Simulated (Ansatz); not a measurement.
# TiSi$_{2}$: ab initio molecular dynamics

Method: DFT PBEsol, scalar-relativistic, plane waves, PAW in Ansatz 0.2.0. The runs took a 420 eV cutoff, a shifted (0.5, 0.5, 0.5 steps) 2×2×2 mesh and Fermi–Dirac smearing (0.095 eV). The mesh is coarse. No spin polarisation.

36 atoms, starting at 1.03 times the perfect crystal's volume (space group Cmcm, not the usual structure); Langevin thermostat at 1100 K (friction 0.02 fs⁻¹), fixed cell; 169 steps of 3 fs. The run is short and not equilibrated. The crystal has no gap, and so coarse a mesh can leave errors of tens of meV/atom and of a GPa or more.

First frame:

```
Ti Si
1.0
    -3.55187    0.00000   -7.18164
     5.32781    6.74021    0.00000
     5.32781   -6.74021    0.00000
Ti Si
12 24
Direct
  0.11764 0.82634 0.61232
  0.60989 0.66384 0.44695
  0.11139 0.13995 0.97344
  0.61011 0.98014 0.76959
  0.11561 0.48384 0.28546
  0.60884 0.31781 0.11577
  0.35921 0.69391 0.90963
  0.86452 0.54296 0.72484
  0.36165 0.04061 0.22579
  0.86628 0.87142 0.06820
  0.36178 0.37240 0.57382
  0.87505 0.21602 0.41300
  0.11250 0.16613 0.27662
  0.62128 0.99880 0.11189
  0.12153 0.49677 0.61628
  0.61371 0.32294 0.43001
  0.10812 0.82379 0.94335
  0.60688 0.67554 0.78016
  0.35972 0.37305 0.25107
  0.86710 0.19486 0.06649
  0.35126 0.70209 0.56773
  0.87438 0.54165 0.40447
  0.37373 0.03817 0.91459
  0.86782 0.87773 0.73707
  0.11859 0.46957 0.97823
  0.59675 0.30659 0.78899
  0.10602 0.79444 0.28720
  0.61580 0.63664 0.13156
  0.12391 0.14813 0.64601
  0.62641 0.99369 0.46310
  0.35446 0.04675 0.53283
  0.87710 0.90972 0.38011
  0.36995 0.40153 0.90035
  0.86583 0.23451 0.72341
  0.39545 0.74016 0.23505
  0.86787 0.56596 0.05469
```

| Item | Value |
| --- | --- |
| Mean temperature over the second half | 1110 K |
| Mean pressure over the second half (kinetic part included) | 1.1 GPa |
| Mean potential energy above the perfect crystal (relaxed, at volume ratio 1; besides heat the difference comes from the volume, 3 % larger; the free energy holds the electrons' entropy) | 154 meV/atom |
| Mean-square drift of Si from first to last step (mean shift of all atoms removed) | 0.08 Å² |
| Mean-square drift of Ti from first to last step (mean shift of all atoms removed) | 0.05 Å² |

Pair distribution functions g(r), second half of the run, up to half the cell's height:

```
r (Å) Si-Si Si-Ti Ti-Ti
 2.05    0.0    0.0    0.0
 2.15    0.1    0.0    0.0
 2.25    0.7    0.0    0.0
 2.35    1.7    0.9    0.0
 2.45    2.1    3.1    0.0
 2.55    1.9    5.1    0.0
 2.65    1.2    6.1    0.0
 2.75    0.7    4.5    0.0
 2.85    0.6    2.5    0.0
 2.95    1.1    1.1    0.2
 3.05    1.3    0.5    0.5
 3.15    1.8    0.2    1.4
 3.25    1.4    0.0    2.7
 3.35    1.2    0.0    2.1
 3.45    1.2    0.0    2.6
```

Along the run (potential energy from its first value; pressure with the kinetic part):

| t (fs) | T (K) | ΔE_pot (meV/atom) | P (GPa) |
| --- | --- | --- | --- |
| 0.0 | 1069 | 0.0 | -1.9 |
| 18.0 | 844 | 45.2 | -0.5 |
| 36.0 | 749 | 69.2 | 0.2 |
| 54.0 | 708 | 73.9 | 0.3 |
| 72.0 | 942 | 43.2 | -0.2 |
| 90.0 | 1091 | 45.5 | 0.1 |
| 108.0 | 1004 | 55.5 | 0.3 |
| 126.0 | 933 | 63.5 | 0.7 |
| 144.0 | 1022 | 55.6 | 0.2 |
| 162.0 | 1085 | 84.3 | 0.7 |
| 180.0 | 844 | 116.0 | 1.5 |
| 198.0 | 1073 | 73.1 | 0.9 |
| 216.0 | 1029 | 62.2 | 1.0 |
| 234.0 | 1032 | 65.2 | 1.0 |
| 252.0 | 1018 | 81.4 | 1.7 |
| 270.0 | 1018 | 85.3 | 1.8 |
| 288.0 | 1195 | 69.0 | 0.3 |
| 306.0 | 922 | 107.6 | 0.5 |
| 324.0 | 1012 | 103.6 | 0.7 |
| 342.0 | 1191 | 71.5 | 0.6 |
| 360.0 | 1091 | 83.1 | 1.0 |
| 378.0 | 1185 | 88.5 | 1.3 |
| 396.0 | 1092 | 94.1 | 1.3 |
| 414.0 | 1243 | 75.1 | 1.1 |
| 432.0 | 1241 | 80.7 | 1.5 |
| 450.0 | 1088 | 68.7 | 0.7 |
| 468.0 | 1028 | 106.0 | 1.5 |
| 486.0 | 1093 | 133.2 | 2.0 |
| 504.0 | 1307 | 104.3 | 1.6 |

Cost: 1 run of about 96 core-minutes (earlier runs that led there not counted), on Intel Xeon Processor @ 2.70GHz (shared hosts).